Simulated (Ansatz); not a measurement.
## Varying the input for NaF

The reference input for Ansatz (plane-wave DFT with PAW):

```yaml
crystal:
  lattice:
    - [0.0, 2.2858943317, 2.2858943317]
    - [2.2858943317, 0.0, 2.2858943317]
    - [2.2858943317, 2.2858943317, 0.0]
  atoms:
    - { symbol: Na, position: [0.0, 0.0, 0.0] }
    - { symbol: F, position: [0.5, 0.5, 0.5] }
basis:
  ecutwfc: 420
kpoints:
  mp_grid: { grid: [8, 8, 8] }
hamiltonian:
  xc: pbe
scf:
  occupations: { method: gaussian, width: 0.1 }
output:
  forces: true
  stress: true
  eigenvalues: true
```

Command:

```bash
ansatz run input.yaml --threads 1 --pin off --max-ram 1331MiB --backend cpu --events-out ev --progress --plain --runs-dir out
```

The run converges in 6 SCF iterations on 29 irreducible k-points: pressure 4.53 GPa, gap on the sampled k-points 6.54 eV.

Settings here are deliberately varied, not converged. Each trial's input is given as a difference from the reference's; energies are extrapolated to zero smearing where there is one, and pressure is positive in compression. Charged cells sit in a uniform background, and their pressures hang on that convention.

Trial 1:

```diff
-basis:
-  ecutwfc: 420
+basis: {}
 hamiltonian:
+  pseudopotentials: { kind: paw, source: ansatz }
 scf:
+  max_iter: 100
```

The run converges in 7 SCF iterations on 29 irreducible k-points: at 1050 eV, the cutoff that these potentials take when none is typed, pressure 4.57 GPa, gap on the sampled k-points 6.54 eV.

Trial 2:

```diff
+total_charge: 2
 kpoints:
+  band_path: { path: [VBM, CBM], npoints: 5 }
 scf:
-  occupations: { method: gaussian, width: 0.1 }
+  occupations: { method: fermi_dirac }
+  convergence: { dr2_threshold: "1e-2 eV" }
```

The run converges in 8 SCF iterations on 29 irreducible k-points: pressure 73.29 GPa (with the neutralising background of the charged cell), no gap. It warns that the SCF threshold is loose for the forces; that the SCF threshold is loose for the stress.

Trial 3:

```diff
 crystal:
   atoms:
-    - { symbol: Na, position: [0.0, 0.0, 0.0] }
+    - { symbol: Na, position: [0.0, 0.0, 0.0], spin: 5.0 }
 hamiltonian:
+  hubbard:
+    sites: [{ species: F, l: p, u_eff: 1.9 }]
+    projectors: ortho-atomic
 scf:
+  lower_state_search: "off"
 output:
+  populations: true
+magnetization:
+  spin_polarized: true
+  magnetic_field: 100
```

The run converges in 14 SCF iterations on 29 irreducible k-points: pressure 4.13 GPa, gap on the sampled k-points 7.31 eV, cell moment 0.00 μB (in the typed magnetic field). It warns that the starting moments were lost. Under a U the state reached may not be the lowest.